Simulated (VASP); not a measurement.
## Li3HS: relaxation of cell and atoms with PBE

The system is Li3HS.

```
CELL_PARAMETERS angstrom
3.79359 0.00000 0.00000
0.00000 3.79359 0.00000
0.00000 0.00000 3.79359
ATOMIC_POSITIONS crystal
S 0.50000 0.50000 0.50000
H 0.00000 0.00000 0.00000
Li 0.50000 0.00000 0.00000
Li 0.00000 0.50000 0.00000
Li 0.00000 0.00000 0.50000
```

The cell comes from a database or a generator and needn't be the stable form of this composition.

```json
{"Program": "VASP 6.6.1", "Task": "relaxation of cell and atoms", "Functional": "PBE", "Potentials or basis": "VASP PAW PBE potentials, release 64 (S, H, Li_sv)", "Cutoff": "600 eV", "k mesh": "8 × 8 × 8", "Occupations": "gaussian, width 0.03 eV", "Spin": "no spin polarisation", "Further INCAR settings": "ALGO = Normal; EDIFF = 1e-07; IBRION = 2; EDIFFG = -0.005; NSW = 90; ISIF = 3"}
```

```json
{
 "Relaxed volume": "10.93 Å³/atom",
 "Relaxed cell": "a = 3.795 Å, b = 3.795 Å, c = 3.795 Å, α = 90.00°, β = 90.00°, γ = 90.00°",
 "Space group after relaxing (to 0.05 Å)": "Pm-3m (No. 221)",
 "Energy gained by relaxing": "0.0 meV/atom",
 "Ionic steps": "2",
 "Pressure after relaxing": "0.0 GPa",
 "Band gap on the k mesh": "4.17 eV, indirect (least direct gap 4.58 eV)"
}
```

Final structure:
```yaml
crystal:
  lattice:
    - [3.79464, 0.00000, 0.00000]
    - [0.00000, 3.79464, 0.00000]
    - [0.00000, 0.00000, 3.79464]
  atoms:
    - { symbol: S, position: [0.50000, 0.50000, 0.50000] }
    - { symbol: H, position: [0.00000, 0.00000, 0.00000] }
    - { symbol: Li, position: [0.50000, 0.00000, 0.00000] }
    - { symbol: Li, position: [0.00000, 0.50000, 0.00000] }
    - { symbol: Li, position: [0.00000, 0.00000, 0.50000] }
```

Levels at points of the mesh, in eV from the valence-band top:
```
           k point  band 6  band 7  band 8  band 9  band 10  band 11
(0.00, 0.00, 0.00)   -1.13   -1.13   -1.13    6.44     6.44     7.31
(0.50, 0.00, 0.00)   -0.47   -0.47   -0.41    4.17     4.99     4.99
(0.50, 0.50, 0.00)   -2.82   -2.82    0.00    4.92     7.30     7.30
(0.50, 0.50, 0.50)   -2.65   -2.65   -2.65    4.95     4.95     4.95
```

Wall time 58 s on 1 thread of Intel(R) Xeon(R) Platinum 8375C CPU @ 2.90GHz (Ice Lake) (shared host), peak memory 0.17 GiB.

Caveat: the cutoff is under 1.25 times the usual one of these potentials, so pressure, stress and relaxed cells hold a basis-set (Pulay) error. A k mesh can miss the band edges.
